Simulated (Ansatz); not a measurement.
Crystal: Cr.

```xyz
2
Lattice="2.7140 0.0000 0.0000 -1.3570 2.3504 0.0000 0.0000 0.0000 4.4100" Properties=species:S:1:pos:R:3 pbc="T T T"
Cr    1.3570    0.7835    3.3075
Cr    0.0000    1.5669    1.1025
```

This isn't the form of Cr at room conditions, which is bcc.

Below is the output of Ansatz 0.2.0 for this cell. Logs are shortened: lines on timing, memory, paths and dates and some standing lists are left out, and cuts for length are marked.

```text
Warning: output.stress: scf.convergence.dr2_threshold = 1e-7 eV (the SCF's general default) is looser than the 2e-10 eV advised for a printed stress (1e-10 eV for each atom of the cell: 2). What an SCF threshold leaves in a stress goes as its square root, and in the free energy as the threshold itself, and one threshold admits the most on a small cell: of the crystals measured, under no hybrid functional and no lock of the moments, on runs that ended without the residual-converged pass, on stresses that held no estimate of that error, the worst erred by over 100 MPa in a component at 1e-7 eV an atom and by under 5 at 1e-10. Set scf.convergence.dr2_threshold to 2e-10 eV or tighter. The threshold is an SCF's pass mark: one that does not reach it within its budget of iterations ends unconverged, or closes short of it on a stop that the run arms, and scf.convergence.dr2_threshold's page says what that costs each kind of run
Warning: RAYON_NUM_THREADS=2 ignored (pool sized by the plan → 2); use --threads N
Engine: ansatz 0.2.0, aarch64-unknown-linux-gnu
Pseudopotentials: kind: paw
Pseudopotential: Cr, paw, valence charge 14, recommended cutoff 420 eV (normal), Cr.paw.azcp
Functional definition: PBEsol
  exchange = pbesol_x
  correlation = pbesol_c
Crystal: 2 atoms, lattice volume = 28.131 Å³
Basis set: ecut = 420 eV, 549 PW (Γ), exchange–correlation on 40×40×60 points (8 copies of the dense FFT grid, shifted against one another)
Bands: 22, of which v1, the nominal top of the filled ones, is band 14 counted from 1 (13 counted from 0)
Symmetry: 24 space group operations
Space group: P63/mmc (ITA 194), of the structure as read, at distance tolerance 3.0e-5 Å
Magnetic group: BNS 194.263 (UNI 1493), of the structure as read, at distance tolerance 3.0e-5 Å
k-points: 36 of 405
Non-local potential: Cr, projectors of the file, l = 0: 3, l = 1: 2, l = 2: 3, l = 3: 1
PAW form: soft (Blöchl's): semilocal exchange-correlation on the pseudo side does not see the compensation charge
PAW frozen core: Cr, regenerated for the run's functional, and the local potential with it (the file was generated under x = pbe(κ = 0.804, μ = 0.2195149727645171), c = pbe(β = 0.06672455060314922))
PAW one-centre angular grid: Cr, 590 points (default); XC on 64 Gauss nodes
Initial density: superposition of atomic densities (chi_scale 0.1, normalization cell)
Starting moments: Σ|m| = 7.5 μB on 2 of 2 sites
Initial wavefunctions: pseudopotential atomic-orbital guess
Functional: x = pbesol(κ = 0.804, μ = 0.12345679012345678), c = pbesol(β = 0.046)
[... 12 lines left out ...]
Stability checked in part: among states of this total moment the steps that led to this state did not find it unstable. No probe was made; neither looks for a lower state of another moment (fixed_total_moment; see scf.lower_state_search)
Magnetization: 7.5000 μB (17.7500 up, 10.2500 down)
Absolute magnetization: 7.5000 μB (∫|ρ↑−ρ↓|, with the PAW one-centre terms)
Spin contamination: 0.0102 ħ² per cell (⟨S²⟩ above its minimum at these occupations)
Per-site moments (μB) at R_I (Å): [(3.3278562937909224, 1.1158327308725133), (3.3278562937909224, 1.1158327308725133)]
Free energy (F): -6694.631321 eV
Harris-Foulkes:  -6694.631321 eV  (|F-HF|=1.46e-8)
Internal energy: -6694.593827 eV  (E = F + TS)
E sigma→0 (E₀):  -6694.612574 eV
Entropy (-TS):   -0.037493 eV (-18.747 meV/atom)
Fermi energy:    15.823721 (↑ 16.639447, ↓ 15.007995) eV
--- Per-component energies (eV) ---
  E_band       = -366.555673
  E_kinetic    = 687.450982
  E_local      = -2736.563937  (includes V_loc(G=0)·N_el)
  E_nonlocal   = 173.575042
  E_hartree    = 1176.044237
  E_xc         = -275.083582
  E_vxc        = -352.347232  (∫ρ·V_xc dr)
  E_paw        = -2343.515378  (= ΣΔE_a)
  E_vpaw       = -490.767110  (= ΣTr[D̂ρ^β])
  E_aug_tail   = 0.000774  (compensation charges beyond the density's cutoff)
  E_ewald      = -3376.821965
  E_core_change = 0.319999  (= ΣΔE_core)
  E_smearing   = -0.037493  (= −TS)
  E_closure    = 0.000000  (closes the sum)
  Σ components = -6694.631321   (vs F -6694.631321, Δ=0.00e0)
--- Forces (eV/Å), atoms counted from 1 ---
  atom   1  Cr    -0.00000000     0.00000000     0.00000000
  atom   2  Cr    -0.00000000     0.00000000     0.00000000
  max |Σ_I F_I| component: 2.31e-18 eV/Å
--- Stress (GPa, compression-positive) ---
       20.066978       0.000000       0.000000
       -0.000000      20.066978       0.000000
        0.000000       0.000000      23.201489
  P = ⅓ Tr σ = 21.1118 GPa (211.118 kbar)
--- Band table (eV; the first three rows and the last of 72) ---
  k-point 0 ↑: bands = ["-56.3654", "-56.2711", "-28.0727", "-27.6485", "-27.6485", "-27.5775", "-27.5775", "-27.5514", "7.3428", "11.0665", "14.2907", "14.3339", "14.3339", "14.7206", "14.7206", "14.9602", "15.2192", "15.2192", "16.5441", "16.5441", "22.1410", "32.3605"]
  k-point 1 ↑: bands = ["-56.3564", "-56.2801", "-28.0241", "-27.6417", "-27.6417", "-27.6024", "-27.5843", "-27.5843", "7.6953", "10.8642", "14.1486", "14.2494", "14.2494", "14.2793", "14.5986", "14.5986", "15.4769", "15.4769", "16.5173", "16.5173", "23.5961", "31.9535"]
  k-point 2 ↑: bands = ["-56.3329", "-56.3038", "-27.8957", "-27.7347", "-27.6240", "-27.6240", "-27.6021", "-27.6021", "8.6758", "9.9722", "13.6870", "13.8303", "14.2195", "14.2195", "14.3646", "14.3646", "15.9540", "15.9540", "16.3426", "16.3426", "26.6952", "30.0564"]
  k-point 35 ↓: bands = ["-52.9629", "-52.9629", "-24.7394", "-24.7394", "-24.6671", "-24.6148", "-24.4052", "-24.4052", "14.9345", "14.9579", "15.3041", "15.3041", "16.1653", "16.1653", "17.9661", "18.4493", "19.7390", "19.7390", "23.5172", "23.5172", "24.4401", "25.7590"]
```

Q: Write the input and the command behind it.

A: Single point with PBEsol, collinear spin, ferromagnetic start. The files as run (others can give the same):

input.yaml
```yaml
crystal:
  lattice:
    - [2.714, 0.0, 0.0]
    - [-1.357, 2.3503929459, 0.0]
    - [0.0, 0.0, 4.41]
  atoms:
    - { symbol: Cr, position: [0.6666666667, 0.3333333333, 0.75], spin: 3.75 }
    - { symbol: Cr, position: [0.3333333333, 0.6666666667, 0.25], spin: 3.75 }
hamiltonian:
  xc: pbesol
  pseudopotentials: { kind: paw }
magnetization:
  spin_polarized: true
  initial_magnetization: 7.5
  spin_locking: { lock_magnetization: hard }
kpoints:
  mp_grid: { grid: [9, 9, 5] }
scf:
  occupations: { method: fermi_dirac, width: 0.05 }
  lower_state_search: "off"
output:
  forces: true
  stress: true
  eigenvalues: true
  write_density: true
  write_potential: true
  elf: true
  volumetric_format: npy
```

Potentials or basis: Ansatz PAW.
Launch:
```bash
$ ansatz run input.yaml --threads 2 --pin off --max-ram 5632MiB --backend cpu --events-out ev --progress --plain --runs-dir out
```

Caveat: the total moment is fixed, so each spin has its own Fermi level; the PAW data sets come from PBE, with cores solved anew for the run's functional, which leaves a small shift of forces and pressure; the thresholds are loose for stress.
